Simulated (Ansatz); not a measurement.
# Boron, diamond under revPBE: structure, energy and stiffness, part 2 of 2

What does revPBE give for boron in the diamond structure? We relax it, solve it on a dense k-mesh, then scale the cell to 7 volumes from 88 to 112 % of the relaxed one and try a fit of the equation of state. Spin polarisation is left out. The k-meshes are 13×13×13 for the relaxation; 22×22×22 for the dense run; 15×15×15 for the volumes.

Ansatz 0.2.0; DFT, revPBE, plane waves (420 eV) with PAW, scalar-relativistic. The steps go on from the part before.

### Step 5. At 92 % of the relaxed volume

The input, input.yaml:

```yaml
crystal:
  lattice:
    - [0.0, 1.9801560469, 1.9801560469]
    - [1.9801560469, 0.0, 1.9801560469]
    - [1.9801560469, 1.9801560469, 0.0]
  atoms:
    - { symbol: B, position: [0.125, 0.125, 0.125] }
    - { symbol: B, position: [0.875, 0.875, 0.875] }
hamiltonian:
  xc: revpbe
  pseudopotentials:
    kind: paw
    azcp:
      B: "pseudopotentials/B.paw.azcp"
basis:
  ecutwfc: 420
  fft_grid_basis: typed
kpoints:
  mp_grid: { grid: [15, 15, 15], shift: [0, 0, 0] }
magnetization:
  spin_polarized: false
scf:
  occupations: { method: fermi_dirac, width: 0.1 }
  lower_state_search: "off"
output:
  stress: true
  write_density: true
  write_potential: true
  elf: true
  volumetric_format: npy
```

What it wrote (excerpt; [...] marks lines left out):

```text
Warning: RAYON_NUM_THREADS=2 ignored (pool sized by the plan → 2); use --threads N
[...]
Pseudopotentials: kind: paw
Pseudopotential: B, paw, valence charge 3, recommended cutoff 420 eV (normal), <dir>
Functional definition: revPBE
[...]
Crystal: 2 atoms, lattice volume = 15.528 Å³
Basis set: ecut = 420 eV, 307 PW (Γ)
Bands: 7, of which v1, the nominal top of the filled ones, is band 3 counted from 1 (2 counted from 0)
Symmetry: 48 space group operations
Space group: Fd-3m (ITA 227), of the structure as read, at distance tolerance 2.5e-5 Å
k-points: 120 of 3375
[...]
SCF iter   1: F=—  HF=-311.512974 eV  |F-HF|=—  |Δ(HF+E_count)|=         —  Δρ=2.17e-3  dr2=3.31e-4  ethr=1.77e-3  ⟨swp⟩=4.5  Hψ=5682  notcnv=0
[...]
SCF iter   6: F=-311.512887 eV  HF=-311.512887 eV  |F-HF|=2.27e-13  |Δ(HF+E_count)|=  3.22e-11  Δρ=2.73e-8  dr2=7.12e-14  ethr=1.00e-12  ⟨swp⟩=3.1  Hψ=3113  notcnv=0
[...]
SCF converged after 6 iterations
Free energy (F): -311.512887 eV
[...]
E sigma→0 (E₀):  -311.499026 eV
Entropy (-TS):   -0.027723 eV (-13.862 meV/atom)
Fermi energy:    7.328526 eV
[...]
--- Stress (GPa, compression-positive) ---
       16.476134      -0.000000      -0.000000
       -0.000000      16.476134      -0.000000
        0.000000      -0.000000      16.476134
  P = ⅓ Tr σ = 16.4761 GPa (164.761 kbar)
--- Band table (eV; the first three rows and the last of 120) ---
  k-point 0: bands = ["-6.1037", "11.6189", "11.6189", "11.6189", "15.8800", "15.8800", "15.8800"]
[...]
```

Wall time 0.79 s (2 threads of Arm Neoverse V1, shared host); peak memory 0.26 GiB.

The maps below are laid out on this run's own conventional cell (a, b, c = 3.960, 3.960, 3.960 Å).

Density in a lattice plane of the grid's cell (edges 3.96 and 3.96 Å, at 0.125 of the third edge), which holds B.

Ten even steps from ' ' (0.09 e/Å³) to '@' (0.71 e/Å³):
```
**####%%####****++==--::::::......::::::--==++**
++++++++++++++======----------------------======
------------------======++++++++++++++======----
::::......::::::--==++****####%%####****++==--::
....      ....::--==++##%%@@@@@@@@@@%%##++==--::
..          ....::==**%%@@@@%%##%%@@@@%%**==::..
              ..::==**%%@@%%**==**%%@@%%**==::..
              ..::==**%%@@%%**==**%%@@%%**==::..
..          ....::==**%%@@@@%%%%%%@@@@%%**==::..
....      ....::--==++##%%@@@@@@@@@@%%##++==--::
::::......::::::--==++****####%%####****++==--::
------------------======++++++++++++++======----
++++++++++++++======----------------------======
**####%%####****++==--::::::......::::::--==++**
%%@@@@@@@@@@%%##++==--::....      ....::--==++##
@@@@%%##%%@@@@%%**==::....          ....::==**%%
@@%%**==**%%@@%%**==::..              ..::==**%%
@@%%**==**%%@@%%**==::..              ..::==**%%
@@@@%%%%%%@@@@%%**==::....          ....::==**%%
%%@@@@@@@@@@%%##++==--::....      ....::--==++##
```
Columns run along the first of these edges and rows up along the second, over one cell in 24 and 20 even steps from the bottom left corner. Atoms in the plane (fractional): B at (0.12, 0.12), B at (0.62, 0.62).

ELF in the same plane.

Ten even steps from '0' (0.01) to '9' (0.74):
```
998889998765443334456789
888888888776666666667788
666666677788888888888776
443334456789998889998765
321112346799986567999764
210001235799742124799753
100000135788620002588753
100000135788620002588753
210001235799742124799753
321112346799986568999764
443334456789998889998765
666666667788888888888776
888888888776666666677788
998889998765443334456789
986567999764321112346799
742124799753210001235799
620002588753100000135788
620002588753100000135788
742124799753210001235799
986568999764321112346799
```
Columns run along the first of these edges and rows up along the second, over one cell in 24 and 20 even steps from the bottom left corner. Atoms in the plane (fractional): B at (0.12, 0.12), B at (0.62, 0.62).

Both are smooth fields of the valence electrons: close to the nuclei they are not physical.

The highest ELF values outside the cores: 0.90 on the B–B line, 0.9 Å from B.

### Step 6. At 96 % of the relaxed volume

Changes to input.yaml since step 5:

```diff
@@ -2,5 +2,5 @@
   lattice:
-    - [0.0, 1.9801560469, 1.9801560469]
-    - [1.9801560469, 0.0, 1.9801560469]
-    - [1.9801560469, 1.9801560469, 0.0]
+    - [0.0, 2.0084478128, 2.0084478128]
+    - [2.0084478128, 0.0, 2.0084478128]
+    - [2.0084478128, 2.0084478128, 0.0]
   atoms:
@@ -26,5 +26 @@
   stress: true
-  write_density: true
-  write_potential: true
-  elf: true
-  volumetric_format: npy
```

What it wrote (excerpt; [...] marks lines left out):

```text
Warning: RAYON_NUM_THREADS=2 ignored (pool sized by the plan → 2); use --threads N
[...]
[... 3 set-up lines as earlier in the session ...]
[...]
Crystal: 2 atoms, lattice volume = 16.204 Å³
Basis set: ecut = 420 eV, 331 PW (Γ)
Bands: 7, of which v1, the nominal top of the filled ones, is band 3 counted from 1 (2 counted from 0)
[... 2 set-up lines as earlier in the session ...]
k-points: 120 of 3375
[...]
SCF iter   1: F=—  HF=-311.562771 eV  |F-HF|=—  |Δ(HF+E_count)|=         —  Δρ=1.98e-3  dr2=2.25e-4  ethr=1.77e-3  ⟨swp⟩=4.6  Hψ=5695  notcnv=0
[...]
SCF iter   6: F=-311.562694 eV  HF=-311.562694 eV  |F-HF|=1.71e-13  |Δ(HF+E_count)|=  3.58e-11  Δρ=6.17e-8  dr2=3.88e-13  ethr=1.00e-12  ⟨swp⟩=1.0  Hψ=2409  notcnv=0
[...]
SCF converged after 6 iterations
Free energy (F): -311.562694 eV
[...]
E sigma→0 (E₀):  -311.548188 eV
Entropy (-TS):   -0.029011 eV (-14.506 meV/atom)
Fermi energy:    6.869930 eV
[...]
--- Stress (GPa, compression-positive) ---
        7.449447      -0.000000       0.000000
       -0.000000       7.449447       0.000000
       -0.000000       0.000000       7.449447
  P = ⅓ Tr σ = 7.4494 GPa (74.494 kbar)
```

Run time: 0.61 s. Hardware: 2 threads of Arm Neoverse V1, shared host; peak memory 0.26 GiB.

### Step 7. At 100 % of the relaxed volume

Changes to input.yaml since step 6:

```diff
@@ -2,5 +2,5 @@
   lattice:
-    - [0.0, 2.0084478128, 2.0084478128]
-    - [2.0084478128, 0.0, 2.0084478128]
-    - [2.0084478128, 2.0084478128, 0.0]
+    - [0.0, 2.0359642158, 2.0359642158]
+    - [2.0359642158, 0.0, 2.0359642158]
+    - [2.0359642158, 2.0359642158, 0.0]
   atoms:
```

What it wrote (excerpt; [...] marks lines left out):

```text
Warning: RAYON_NUM_THREADS=2 ignored (pool sized by the plan → 2); use --threads N
[...]
[... 3 set-up lines as earlier in the session ...]
[...]
Crystal: 2 atoms, lattice volume = 16.879 Å³
Basis set: ecut = 420 eV, 331 PW (Γ)
Bands: 7, of which v1, the nominal top of the filled ones, is band 3 counted from 1 (2 counted from 0)
[... 2 set-up lines as earlier in the session ...]
k-points: 120 of 3375
[...]
SCF iter   1: F=—  HF=-311.577837 eV  |F-HF|=—  |Δ(HF+E_count)|=         —  Δρ=1.89e-3  dr2=1.81e-4  ethr=1.77e-3  ⟨swp⟩=4.6  Hψ=5734  notcnv=0
[...]
SCF iter   6: F=-311.577786 eV  HF=-311.577786 eV  |F-HF|=4.55e-13  |Δ(HF+E_count)|=  1.60e-11  Δρ=7.99e-8  dr2=4.84e-13  ethr=1.00e-12  ⟨swp⟩=1.0  Hψ=2220  notcnv=0
[...]
SCF converged after 6 iterations
Free energy (F): -311.577786 eV
[...]
E sigma→0 (E₀):  -311.562639 eV
Entropy (-TS):   -0.030292 eV (-15.146 meV/atom)
Fermi energy:    6.444878 eV
[...]
--- Stress (GPa, compression-positive) ---
       -0.055543      -0.000000      -0.000000
       -0.000000      -0.055543      -0.000000
       -0.000000       0.000000      -0.055543
  P = ⅓ Tr σ = -0.0555 GPa (-0.555 kbar)
```

Run time: 0.61 s. Hardware: 2 threads of Arm Neoverse V1, shared host; peak memory 0.26 GiB.

### Step 8. At 104 % of the relaxed volume

Changes to input.yaml since step 7:

```diff
@@ -2,5 +2,5 @@
   lattice:
-    - [0.0, 2.0359642158, 2.0359642158]
-    - [2.0359642158, 0.0, 2.0359642158]
-    - [2.0359642158, 2.0359642158, 0.0]
+    - [0.0, 2.0627562911, 2.0627562911]
+    - [2.0627562911, 0.0, 2.0627562911]
+    - [2.0627562911, 2.0627562911, 0.0]
   atoms:
```

What it wrote (excerpt; [...] marks lines left out):

```text
Warning: RAYON_NUM_THREADS=2 ignored (pool sized by the plan → 2); use --threads N
[...]
[... 3 set-up lines as earlier in the session ...]
[...]
Crystal: 2 atoms, lattice volume = 17.554 Å³
Basis set: ecut = 420 eV, 331 PW (Γ)
Bands: 7, of which v1, the nominal top of the filled ones, is band 3 counted from 1 (2 counted from 0)
[... 2 set-up lines as earlier in the session ...]
k-points: 120 of 3375
[...]
SCF iter   1: F=—  HF=-311.564093 eV  |F-HF|=—  |Δ(HF+E_count)|=         —  Δρ=1.88e-3  dr2=1.73e-4  ethr=1.77e-3  ⟨swp⟩=4.7  Hψ=5745  notcnv=0
[...]
SCF iter   6: F=-311.564009 eV  HF=-311.564009 eV  |F-HF|=3.01e-12  |Δ(HF+E_count)|=  1.61e-10  Δρ=4.74e-7  dr2=2.27e-11  ethr=1.79e-11  ⟨swp⟩=1.0  Hψ=2032  notcnv=0
[...]
SCF converged after 6 iterations
Free energy (F): -311.564009 eV
[...]
E sigma→0 (E₀):  -311.548233 eV
Entropy (-TS):   -0.031551 eV (-15.775 meV/atom)
Fermi energy:    6.049601 eV
[...]
--- Stress (GPa, compression-positive) ---
       -6.314241       0.000000      -0.000000
       -0.000000      -6.314241      -0.000000
       -0.000000      -0.000000      -6.314241
  P = ⅓ Tr σ = -6.3142 GPa (-63.142 kbar)
```

Run time: 0.62 s. Hardware: 2 threads of Arm Neoverse V1, shared host; peak memory 0.26 GiB.

### Step 9. At 108 % of the relaxed volume

Changes to input.yaml since step 8:

```diff
@@ -2,5 +2,5 @@
   lattice:
-    - [0.0, 2.0627562911, 2.0627562911]
-    - [2.0627562911, 0.0, 2.0627562911]
-    - [2.0627562911, 2.0627562911, 0.0]
+    - [0.0, 2.0888699024, 2.0888699024]
+    - [2.0888699024, 0.0, 2.0888699024]
+    - [2.0888699024, 2.0888699024, 0.0]
   atoms:
@@ -26 +26,5 @@
   stress: true
+  write_density: true
+  write_potential: true
+  elf: true
+  volumetric_format: npy
```

What it wrote (excerpt; [...] marks lines left out):

```text
Warning: RAYON_NUM_THREADS=2 ignored (pool sized by the plan → 2); use --threads N
[...]
[... 3 set-up lines as earlier in the session ...]
[...]
Crystal: 2 atoms, lattice volume = 18.229 Å³
Basis set: ecut = 420 eV, 339 PW (Γ)
Bands: 7, of which v1, the nominal top of the filled ones, is band 3 counted from 1 (2 counted from 0)
[... 2 set-up lines as earlier in the session ...]
k-points: 120 of 3375
[...]
SCF iter   1: F=—  HF=-311.526094 eV  |F-HF|=—  |Δ(HF+E_count)|=         —  Δρ=1.92e-3  dr2=1.88e-4  ethr=1.77e-3  ⟨swp⟩=4.6  Hψ=5741  notcnv=0
[...]
SCF iter   6: F=-311.526050 eV  HF=-311.526050 eV  |F-HF|=5.03e-11  |Δ(HF+E_count)|=  8.81e-10  Δρ=1.35e-6  dr2=2.27e-10  ethr=8.78e-11  ⟨swp⟩=4.9  Hψ=3329  notcnv=0
[...]
SCF converged after 6 iterations
Free energy (F): -311.526050 eV
[...]
E sigma→0 (E₀):  -311.509674 eV
Entropy (-TS):   -0.032751 eV (-16.376 meV/atom)
Fermi energy:    5.680968 eV
[...]
--- Stress (GPa, compression-positive) ---
      -11.535156      -0.000000       0.000000
       -0.000000     -11.535156       0.000000
        0.000000       0.000000     -11.535156
  P = ⅓ Tr σ = -11.5352 GPa (-115.352 kbar)
--- Band table (eV; the first three rows and the last of 120) ---
  k-point 0: bands = ["-6.6137", "9.4229", "9.4229", "9.4229", "13.4016", "13.4016", "13.4016"]
[...]
```

Wall time 0.93 s (2 threads of Arm Neoverse V1, shared host); peak memory 0.26 GiB.

### Step 10. At 112 % of the relaxed volume

Changes to input.yaml since step 9:

```diff
@@ -2,5 +2,5 @@
   lattice:
-    - [0.0, 2.0888699024, 2.0888699024]
-    - [2.0888699024, 0.0, 2.0888699024]
-    - [2.0888699024, 2.0888699024, 0.0]
+    - [0.0, 2.1143464364, 2.1143464364]
+    - [2.1143464364, 0.0, 2.1143464364]
+    - [2.1143464364, 2.1143464364, 0.0]
   atoms:
@@ -26,5 +26 @@
   stress: true
-  write_density: true
-  write_potential: true
-  elf: true
-  volumetric_format: npy
```

What it wrote (excerpt; [...] marks lines left out):

```text
Warning: RAYON_NUM_THREADS=2 ignored (pool sized by the plan → 2); use --threads N
[...]
[... 3 set-up lines as earlier in the session ...]
[...]
Crystal: 2 atoms, lattice volume = 18.904 Å³
Basis set: ecut = 420 eV, 339 PW (Γ)
Bands: 7, of which v1, the nominal top of the filled ones, is band 3 counted from 1 (2 counted from 0)
[... 1 set-up line as earlier in the session ...]
Space group: Fd-3m (ITA 227), of the structure as read, at distance tolerance 2.7e-5 Å
k-points: 120 of 3375
[...]
SCF iter   1: F=—  HF=-311.468044 eV  |F-HF|=—  |Δ(HF+E_count)|=         —  Δρ=2.00e-3  dr2=2.22e-4  ethr=1.77e-3  ⟨swp⟩=4.7  Hψ=5774  notcnv=0
[...]
SCF iter   6: F=-311.467996 eV  HF=-311.467996 eV  |F-HF|=8.14e-11  |Δ(HF+E_count)|=   1.44e-9  Δρ=1.68e-6  dr2=3.77e-10  ethr=1.42e-10  ⟨swp⟩=2.0  Hψ=2372  notcnv=0
[...]
SCF converged after 6 iterations
Free energy (F): -311.467996 eV
[...]
E sigma→0 (E₀):  -311.451075 eV
Entropy (-TS):   -0.033841 eV (-16.920 meV/atom)
Fermi energy:    5.336373 eV
[...]
--- Stress (GPa, compression-positive) ---
      -15.883810      -0.000000       0.000000
        0.000000     -15.883810       0.000000
        0.000000       0.000000     -15.883810
  P = ⅓ Tr σ = -15.8838 GPa (-158.838 kbar)
```

Wall time 0.71 s (2 threads of Arm Neoverse V1, shared host); peak memory 0.26 GiB.

### Step 11. Fitting the volumes

The cell was scaled evenly, with its shape and the fractional positions fixed.

| V (Å³/atom) | E − E₀ (meV/atom) | P from the stress (GPa) | P from the fit (GPa) |
| --- | --- | --- | --- |
| 7.427 | 77.3 | 27.36 | 27.21 |
| 7.764 | 31.8 | 16.48 | 16.32 |
| 8.102 | 7.2 | 7.45 | 7.30 |
| 8.439 | 0.0 | -0.06 | -0.21 |
| 8.777 | 7.2 | -6.31 | -6.46 |
| 9.115 | 26.5 | -11.54 | -11.67 |
| 9.452 | 55.8 | -15.88 | -16.02 |

Fit (Birch-Murnaghan, third order): V₀ = 8.429 Å³/atom, B₀ = 172 GPa, B₀′ = 3.6, largest residual 0.01 meV/atom.

Fit and stress differ a little: one follows E(σ → 0), the other the smeared free energy.

### Step 12. Results

The summary covers parts 1 to 2.

```
                            quantity                         value
      space group (spins left aside)               Fd-3m (No. 227)
                   conventional cell                   a = 4.072 Å
                              volume                 8.439 Å³/atom
                   shortest distance                       1.763 Å
                     gap on the mesh  none (levels filled in part)
relative to alpha-rhombohedral (B12)                 +930 meV/atom
                         V₀, B₀, B₀′   8.429 Å³/atom, 172 GPa, 3.6
```

From the guessed start the volume shrank by 4.6 % in 7 steps. It lies 930 meV/atom above the element's reference form at the same level (alpha-rhombohedral (B12), from a run of its own). No gap shows: it is a metal or semimetal at this level. The fitted modulus is 172 GPa. The symmetry was held, so the structure may be unstable against distortions that break it.
